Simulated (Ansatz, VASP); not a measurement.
# Al7GaAs8 (random alloy of the zinc-blende GaAs-AlAs line, x = 0.875) in two plane-wave programs, part 2 of 2

Wanted: the spread between two codes on one cell, functional and k mesh. Of the first pair: The structure shown is the start of the Ansatz relaxation below; VASP solves that cell, so the two are compared at the walk's first step.

VASP 6.6.1 and Ansatz 0.2.0.

So far: The starting structure; Ansatz: relaxation, PBE.

## Step 3: VASP: single point, PBE, start cell, pair 1

Level of this step: PBE; plane waves and PAW (Al, As, Ga_d) (VASP).

The same cell, functional, mesh and smearing now go to VASP, with its own data sets.

Lines of VASP's logs that name or quote its potential files are left out, and so is its time.

INCAR

```
SYSTEM = Al7GaAs8
PREC = Accurate
ENCUT = 400
EDIFF = 1E-06
NELM = 120
ISMEAR = -1
SIGMA = 0.025
LREAL = Auto
ALGO = Normal
GGA = PE
NBANDS = 192
LORBIT = 11
LWAVE = .FALSE.
LCHARG = .FALSE.
ISIF = 2
LASPH = .TRUE.
GGA_COMPAT = .FALSE.
EFERMI = MIDGAP
NCORE = 2
```

POSCAR

```
Al7GaAs8
1.0
   11.4650000000      0.0000000000      0.0000000000
    0.0000000000     11.4650000000      0.0000000000
    0.0000000000      0.0000000000     11.4650000000
Al As Ga
28 32 4
Direct
    0.0028259922      0.9989271696      0.9990841692
    0.2500741387      0.2510161361      0.9980811164
    0.0015699956      0.9988137811      0.4997906672
    0.9987876145      0.2493065853      0.7488006978
    0.2480505887      0.0004099433      0.7529001308
    0.2486960314      0.2529524640      0.5000872220
    0.0002093328      0.5010815526      0.0005233319
    0.9996423899      0.7510161361      0.2514609682
    0.2486785870      0.5021892717      0.2508940253
    0.2519668556      0.7526471871      0.0038116005
    0.0002791103      0.5015263846      0.5005494985
    0.0004012211      0.7513301352      0.7496118622
    0.2503532490      0.5002093328      0.7488268644
    0.2520889664      0.7503183602      0.4993458352
    0.5006977758      0.2510423027      0.2480941997
    0.7495420846      0.0000610554      0.2475970345
    0.7506061928      0.2477104230      0.9999302224
    0.5028434365      0.2505887484      0.7479110336
    0.7478499782      0.0009594418      0.7513824684
    0.7513999128      0.2500828609      0.4996685565
    0.5009158308      0.5002442215      0.0001395552
    0.4994592237      0.7457479285      0.2518098561
    0.7497601396      0.4997906672      0.2500305277
    0.7504317488      0.7494810292      0.0008634976
    0.5038203227      0.4966942870      0.4988661143
    0.5000784998      0.7496118622      0.7523157436
    0.7477802006      0.5005494985      0.7508765809
    0.7509812473      0.7504230266      0.5004884431
    0.1231312691      0.1265067597      0.1209943306
    0.1245617096      0.3775490624      0.3714086350
    0.3730832970      0.1247012647      0.3734670737
    0.3769995639      0.3765721762      0.1258787614
    0.1233667684      0.1245268208      0.6259310946
    0.1235324902      0.3738334060      0.8749760140
    0.3762930659      0.1246663759      0.8734496293
    0.3738857392      0.3753336241      0.6286611426
    0.1243872656      0.6230091583      0.1243872656
    0.1266201483      0.8754993458      0.3765372874
    0.3744788487      0.6258525949      0.3748713476
    0.3725599651      0.8724814653      0.1241168775
    0.1214740515      0.6244657654      0.6264369821
    0.1246489315      0.8753336241      0.8757174008
    0.3756563454      0.6252071522      0.8769733973
    0.3738857392      0.8757435674      0.6251286524
    0.6262189272      0.1242215438      0.1271434802
    0.6253030964      0.3762930659      0.3733362407
    0.8755516790      0.1264805931      0.3735019625
    0.8721761884      0.3769559529      0.1257130397
    0.6284343655      0.1217618840      0.6271609246
    0.6265067597      0.3746794592      0.8739467946
    0.8739119058      0.1259136502      0.8729960750
    0.8748190144      0.3765198430      0.6263061491
    0.6260793720      0.6254077628      0.1261927606
    0.6288181422      0.8757697340      0.3748277366
    0.8730396860      0.6240994331      0.3732577410
    0.8746969036      0.8767204536      0.1253728740
    0.6265678151      0.6294112516      0.6245704317
    0.6245006542      0.8761883995      0.8744439599
    0.8772612298      0.6248059311      0.8739206280
    0.8748713476      0.8770170083      0.6256432621
    0.0030440471      0.2486698648      0.2505625818
    0.2494374182      0.9993283908      0.2519843000
    0.4993981683      0.0000784998      0.9989184474
    0.4999563890      0.9986480593      0.5022241605
```

KPOINTS

```
Automatic mesh
0
Gamma
1 1 1
0 0 0
```

PAW data sets: Al, As and Ga_d (PBE family, release 64).

On the command line:

```bash
> mpirun -np 8 vasp_gam
```

Numbers of over 12 decimals in the logs are rounded to 6 here.

Log:

```text
[banner, memory and clock lines left out]
running    8 mpi-ranks, on    1 nodes
[...]
LDA part: xc-table for (Slater+PW92), standard interpolation
 POSCAR, INCAR and KPOINTS ok, starting setup
[...]
entering main loop
       N       E                     dE             d eps       ncg     rms          rms(c)
DAV:   1     0.225067603673E+04    0.22507E+04   -0.10068E+05   384   0.126E+03
DAV:   2     0.959346906610E+02   -0.21547E+04   -0.20450E+04   496   0.291E+02
DAV:   3    -0.267620911434E+03   -0.36356E+03   -0.34322E+03   480   0.126E+02
DAV:   4    -0.297802612503E+03   -0.30182E+02   -0.29852E+02   520   0.366E+01
[...]
DAV:  14    -0.291420225163E+03   -0.25281E-05   -0.37984E-05   488   0.165E-02    0.502E-03
DAV:  15    -0.291420226275E+03   -0.11125E-05   -0.79241E-06   432   0.582E-03    0.254E-03
DAV:  16    -0.291420227081E+03   -0.80531E-06   -0.11238E-06   240   0.337E-03
   1 F= -.29142023E+03 E0= -.29142023E+03  d E =-.273479E-11
```

From OUTCAR (step 3):

```text
  Total        2.9742499      3.0993764      3.0069878      0.7378126      1.0230601     -0.7999864
  in kB        3.1620290      3.2950554      3.1968339      0.7843943      1.0876509     -0.8504935
  external PRESSURE =       3.2179728 kB  Pullay stress =       0.0000000 kB

 POSITION                                       TOTAL-FORCE (eV/Angst)
 -----------------------------------------------------------------------------------
      0.03240     11.45270     11.45450        -0.515550      0.171376     -0.053924
      2.86710      2.87790     11.44300         0.199804      0.026005      0.105637
      0.01800     11.45140      5.73010        -0.233313      0.225337     -0.001454
     11.45110      2.85830      8.58500         0.000221      0.104962      0.056614
      2.84390      0.00470      8.63200         0.138798      0.023690     -0.269032
      2.85130      2.90010      5.73350        -0.027778     -0.205941     -0.038200
      0.00240      5.74490      0.00600        -0.145086     -0.243307     -0.062351
     11.46090      8.61040      2.88300         0.027559     -0.082983     -0.137472
      2.85110      5.75760      2.87650         0.243277     -0.084609     -0.229868
      2.88880      8.62910      0.04370        -0.438826     -0.472654     -0.453945
      0.00320      5.75000      5.73880        -0.229660     -0.152611     -0.185104
      0.00460      8.61400      8.59430        -0.166807      0.062061      0.053600
      2.87030      5.73490      8.58530        -0.218981      0.124639      0.377518
      2.89020      8.60240      5.72500        -0.232532     -0.094105      0.257142
[...]
-----------------------------------------------------------------------------------
    total drift:                               -0.002280     -0.015181     -0.005916

  FREE ENERGIE OF THE ION-ELECTRON SYSTEM (eV)
  ---------------------------------------------------
  free  energy   TOTEN  =      -291.4202270807 eV

  energy  without entropy=     -291.4202270807  energy(sigma->0) =     -291.42022708

[... 2 further parts left out ...]
```

The run ends at a pressure of 0.32 GPa, with forces up to 0.82 eV/Å.

## Step 4: Comparison

Known differences besides the potentials themselves: the data sets hold 616 valence electrons in Ansatz (on its default PAW (the set named soft_2) files) and 296 in VASP; the cutoff is 420 eV in Ansatz and 400 eV in VASP (PREC = Accurate, projectors in real space). Total energies have different zeros and are not compared.

Forces on 8 of the 64 atoms, those with the largest forces and the largest differences (eV/Å; atoms numbered as in POSCAR):

```csv
atom,"Ansatz x, y, z","VASP x, y, z"
Al10,"-0.436, -0.470, -0.451","-0.439, -0.473, -0.454"
Al22,"0.172, 0.537, -0.126","0.173, 0.543, -0.128"
Al25,"-0.363, 0.419, 0.302","-0.367, 0.421, 0.305"
As36,"0.279, -0.023, -0.490","0.285, -0.025, -0.499"
As40,"0.533, 0.355, 0.489","0.542, 0.358, 0.499"
As41,"0.523, 0.192, -0.202","0.527, 0.193, -0.204"
As49,"-0.318, 0.486, -0.417","-0.321, 0.492, -0.422"
As51,"0.168, -0.221, 0.229","0.171, -0.228, 0.236"
```

The forces differ by 3.7 meV/Å r.m.s., which is 1.7 % of the r.m.s. force of 0.223 eV/Å (both taken over all components).

## Step 5: Ansatz: relaxation, PBE

This run makes the geometry at which the two programs are then compared. The cell compared in this pair holds 1510.19 Å³, against 1507.03 Å³ for the pair before.

The structure compared here is the end of the Ansatz relaxation.

This is the run of step 2 again, met here at its other cell.

## Step 6: VASP: single point, PBE, relaxed cell, pair 2

The same cell, functional, mesh and smearing now go to VASP, with its own data sets.

INCAR, as its differences from that of step 3:

```diff
@@ -2,3 +2,3 @@
 PREC = Accurate
-ENCUT = 400
+ENCUT = 500
 EDIFF = 1E-06
```

POSCAR

```
Al7GaAs8
1.0
   11.4736540000     -0.0003140000      0.0005150000
   -0.0003140000     11.4723200000     -0.0003320000
    0.0005150000     -0.0003320000     11.4730090000
Al As Ga
28 32 4
Direct
    0.9999000000      0.0000500000      0.9999500000
    0.2502700000      0.2506100000      0.0000500000
    0.0001300000      0.0002400000      0.5002800000
    0.0000500000      0.2502600000      0.7501400000
    0.2499700000      0.0002900000      0.7501200000
    0.2499500000      0.2502700000      0.5003800000
    0.0002200000      0.5003700000      0.0000300000
    0.9999600000      0.7500600000      0.2500300000
    0.2502400000      0.5004000000      0.2499700000
    0.2499300000      0.7501300000      0.9998600000
    0.0000500000      0.5003300000      0.5001900000
    0.0001400000      0.7502300000      0.7500600000
    0.2500700000      0.5002100000      0.7500700000
    0.2501800000      0.7501000000      0.5000700000
    0.5002900000      0.2504300000      0.2498700000
    0.7502300000      0.0001500000      0.2499500000
    0.7501900000      0.2502500000      0.9998300000
    0.5001500000      0.2504700000      0.7500600000
    0.7501600000      0.0002200000      0.7500100000
    0.7502300000      0.2504400000      0.5000200000
    0.5001700000      0.5003000000      0.9999900000
    0.5002900000      0.7500400000      0.2501700000
    0.7501000000      0.5002600000      0.2501600000
    0.7502800000      0.7501000000      0.0001800000
    0.5001700000      0.5002400000      0.5000500000
    0.5001300000      0.7500300000      0.7500600000
    0.7502100000      0.5002800000      0.7500800000
    0.7502000000      0.7500500000      0.5002500000
    0.1251600000      0.1253100000      0.1242600000
    0.1256000000      0.3757300000      0.3754600000
    0.3751400000      0.1260000000      0.3750900000
    0.3751600000      0.3753800000      0.1250600000
    0.1250300000      0.1253300000      0.6252000000
    0.1250800000      0.3752500000      0.8750300000
    0.3747400000      0.1257200000      0.8746800000
    0.3751000000      0.3753400000      0.6250600000
    0.1251400000      0.6252900000      0.1251000000
    0.1246200000      0.8746400000      0.3755500000
    0.3751200000      0.6252500000      0.3751400000
    0.3751300000      0.8743900000      0.1250100000
    0.1251600000      0.6252600000      0.6251700000
    0.1251200000      0.8751700000      0.8750300000
    0.3750200000      0.6252100000      0.8750300000
    0.3746900000      0.8747900000      0.6255600000
    0.6256500000      0.1256500000      0.1253500000
    0.6251900000      0.3752200000      0.3751300000
    0.8747700000      0.1249100000      0.3754700000
    0.8747100000      0.3756900000      0.1246400000
    0.6255800000      0.1257700000      0.6254600000
    0.6252200000      0.3753400000      0.8750200000
    0.8750700000      0.1252700000      0.8750100000
    0.8751300000      0.3752700000      0.6251500000
    0.6252600000      0.6252000000      0.1249800000
    0.6256800000      0.8747100000      0.3747700000
    0.8750600000      0.6251600000      0.3751500000
    0.8751200000      0.8750800000      0.1250700000
    0.6251900000      0.6251500000      0.6251000000
    0.6256400000      0.8746200000      0.8746200000
    0.8751500000      0.6252700000      0.8750000000
    0.8750500000      0.8750700000      0.6251100000
    0.0001400000      0.2503400000      0.2501300000
    0.2500300000      0.0000900000      0.2501900000
    0.5002100000      0.0001900000      0.9999300000
    0.5002500000      0.0001300000      0.5001500000
```

KPOINTS is that of step 3.

On the command line:

```bash
> mpirun -np 8 vasp_gam
```

Log:

```text
[... set-up lines as in an earlier step ...]
 entering main loop
       N       E                     dE             d eps       ncg     rms          rms(c)
DAV:   1     0.251952318777E+04    0.25195E+04   -0.11397E+05   384   0.150E+03
DAV:   2     0.173908583862E+03   -0.23456E+04   -0.22252E+04   480   0.323E+02
DAV:   3    -0.257410850966E+03   -0.43132E+03   -0.40163E+03   488   0.143E+02
DAV:   4    -0.297762616608E+03   -0.40352E+02   -0.39865E+02   512   0.415E+01
[...]
DAV:  13    -0.291752996941E+03   -0.54282E-04   -0.21001E-04   472   0.419E-02    0.788E-03
DAV:  14    -0.291753000579E+03   -0.36382E-05   -0.22559E-05   480   0.149E-02    0.387E-03
DAV:  15    -0.291753001115E+03   -0.53595E-06   -0.34955E-06   336   0.627E-03
   1 F= -.29175300E+03 E0= -.29175300E+03  d E =-.161549E-11
```

From OUTCAR (step 6):

```text
  Total        1.4615802      1.4660266      1.4706725      0.0378756      0.0484565     -0.0420680
  in kB        1.5506112      1.5553283      1.5602573      0.0401828      0.0514082     -0.0446306
  external PRESSURE =       1.5553989 kB  Pullay stress =       0.0000000 kB

 POSITION                                       TOTAL-FORCE (eV/Angst)
 -----------------------------------------------------------------------------------
     11.47302     -0.00007     11.47295         0.001550     -0.000176      0.000630
      2.87143      2.87500      0.00062         0.002652     -0.005542      0.001615
      0.00175      0.00259      5.73972         0.000621      0.000767     -0.006558
      0.00088      2.87081      8.60628         0.001487      0.000335     -0.004046
      2.86846      0.00300      8.60626         0.004744     -0.000445     -0.003394
      2.86802      2.87093      5.74091         0.003133     -0.005313     -0.007441
      0.00237      5.74040      0.00018         0.002117     -0.003496     -0.002179
     11.47309      8.60453      2.86886         0.005774      0.004181     -0.001206
      2.87114      5.74059      2.86787        -0.003717     -0.005163     -0.000495
      2.86789      8.60532     11.47128        -0.001327     -0.001608      0.001107
      0.00067      5.73978      5.73852         0.001364     -0.005430     -0.002082
      0.00176      8.60663      8.60520        -0.001266      0.000573      0.000634
      2.86945      5.73824      8.60552         0.001355      0.000082      0.000576
      2.87050      8.60514      5.73719        -0.000399      0.004235      0.000239
[...]
-----------------------------------------------------------------------------------
    total drift:                               -0.071717     -0.138688     -0.035765

  FREE ENERGIE OF THE ION-ELECTRON SYSTEM (eV)
  ---------------------------------------------------
  free  energy   TOTEN  =      -291.7530011150 eV

  energy  without entropy=     -291.7530011150  energy(sigma->0) =     -291.75300111

[... 1 part as in an earlier step ...]

[... 1 further part left out ...]
```

The run ends at a pressure of 0.16 GPa, with forces up to 0.0097 eV/Å.

## Step 7: Differences

What differs besides the data sets and the points named for the pairs above, as far as they apply: the data sets hold 616 valence electrons in Ansatz (on its default PAW (the set named soft_2) files) and 296 in VASP; the cutoff is 420 eV in Ansatz and 500 eV in VASP (PREC = Accurate, projectors in real space). Total energies have different zeros and are not compared.

Compared:

```csv
quantity,Ansatz,VASP,difference
pressure (GPa),-0.02,0.16,-0.17
gap on the k mesh (eV),1.468,1.468,0.000
```

The largest component of a force difference here is 5 meV/Å. A gap on the mesh is an upper bound, since the band edges may lie between its points.

## Step 8: What came out

```
r.m.s. force difference (single point, PBE, start cell, pair 1)           : 1.7 % of the r.m.s. force
difference in gap on the k mesh (single point, PBE, relaxed cell, pair 2) : 2.7e-4 eV
```

In words: The r.m.s. force difference is 1.7 % of the r.m.s. force (single point, PBE, start cell, pair 1), within the 3 % picked in this series as the mark of a large difference. The data sets hold unlike numbers of valence electrons (616 in Ansatz and 296 in VASP), so part of the differences may come from the potentials. Such differences can come from data sets, numerical settings and the points named under the comparisons, not from the functional's error against experiment.

[Lines on the potential files, build, host, timing and source positions are cut from VASP's logs without a mark.]

[Logs are printed without paths, hosts, clocks, repeated set-up lines and the standing remarks that a program may print on its own settings, such as how far it seeks lower states.]

[Hosts, paths, dates, database ids (printed as entryN), source tags and the programs' standing remarks are cut or masked in the printed files.]
